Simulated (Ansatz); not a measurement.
The system is CuO.

```xyz
2
Lattice="2.5526 0.0000 0.0000 0.0000 2.5526 0.0000 0.0000 0.0000 2.5526" Properties=species:S:1:pos:R:3 pbc="T T T"
Cu    0.0000    0.0000    0.0000
O     1.2763    1.2763    1.2763
```

Measurements of this composition are mostly on another form, of space group No. 15.

```yaml
Program: Ansatz 0.2.0
Task: relaxation of cell and atoms
Functional: PBE
Potentials_or_basis: Ansatz PAW
Cutoff: "420 eV (not typed: the program's choice for these potentials)"
k_mesh: 10 × 10 × 10
Occupations: fermi-dirac, width 0.05 eV
Spin: no spin polarisation
```

At the start: volume 8.32 Å³/atom.

Problem. How do energy, volume and symmetry change on relaxing?

Solution. It ends after 8 steps and the volume is 9.15 Å³/atom (+10.1 %); space group Pm-3m (No. 221, to 0.05 Å).

Step by step:
```csv
step,energy change (eV),largest force (eV/Å),volume (Å³)
1,0.0000,0.0000,16.63
2,-0.0657,0.0000,17.36
3,-0.0876,0.0000,18.11
4,-0.0875,0.0000,18.22
5,-0.0991,0.0000,18.22
6,-0.0990,0.0000,18.30
7,-0.0989,0.0000,18.31
8,-0.0994,0.0000,18.31
```

Final structure:
```
CELL_PARAMETERS angstrom
2.63566 0.00000 0.00000
0.00000 2.63566 0.00000
0.00000 0.00000 2.63566
ATOMIC_POSITIONS crystal
Cu 0.00000 0.00000 0.00000
O 0.50000 0.50000 0.50000
```

Caveat: the plane-wave basis is chosen anew once the cell has moved, so the energies of steps on either side of that aren't comparable; the pressure holds a Pulay correction of +0.7 GPa for the finite cutoff; an odd number of electrons without spin polarisation forces a metal; a magnetic or distorted state may lie lower; the run has no spin polarisation, though such a crystal can be magnetic.
